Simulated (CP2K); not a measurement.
Ag:

```
Ag
1.0
     2.88888    0.00000    0.00000
     1.44444    2.50185    0.00000
     1.44444    0.83395    2.35876
Ag
1
Direct
  0.00000 0.00000 0.00000
```

Base run:

* Program: CP2K 2026.2
* Functional: r2SCAN
* Potentials or basis: POTENTIAL_UZH Ag GTH-PBE-q11; TZVP-MOLOPT-PBE-GTH basis
* Density cutoff: 9184 eV
* k mesh: 11 × 11 × 11
* Occupations: fermi-dirac, width 0.05 eV
* Spin: no spin polarisation

Its results: band gap on the k mesh none (metal or under the smearing width); pressure -3.7 GPa.

Q: The run is repeated on the same cell with these changes: functional from r2SCAN to PBEsol. What comes out?

A: Band gap on the k mesh none (metal or under the smearing width); pressure -2.3 GPa.

Caveats: the potentials were made for another functional, which shifts forces and pressure; the basis of atomic orbitals isn't converged, which shifts pressures, moduli and gaps.
